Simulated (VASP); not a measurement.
HfB2:

```xyz
3
Lattice="3.1400 0.0000 0.0000 -1.5700 2.7193 0.0000 0.0000 0.0000 3.4800" Properties=species:S:1:pos:R:3 pbc="T T T"
Hf    0.0000    0.0000    0.0000
B     1.5700    0.9064    1.7400
B     0.0000    1.8129    1.7400
```

Base run:

```yaml
Program: VASP 6.6.1
Functional: LDA
Potentials_or_basis: VASP PAW LDA potentials, release 64 (Hf_pv, B)
Cutoff: 520 eV
k_mesh: 10 × 10 × 8
Occupations: fermi-dirac, width 0.05 eV
Spin: no spin polarisation
Hubbard_terms: Hf d U = 6 eV
```

Its results: band gap on the k mesh none (metal or under the smearing width); pressure 7.9 GPa.

Question: After a change of settings the same cell gave: band gap on the k mesh none (metal or under the smearing width); pressure 4.8 GPa. Which change was it?
A. hubbard terms from Hf d U = 6 eV to none
B. hubbard terms from Hf d U = 6 eV to Hf d U = 3 eV
C. hubbard terms from Hf d U = 6 eV to Hf d U = 5 eV

Answer: C.

Caveats: U without spin polarisation on a metal has little footing; the U is typed as a test and isn't derived for this compound.
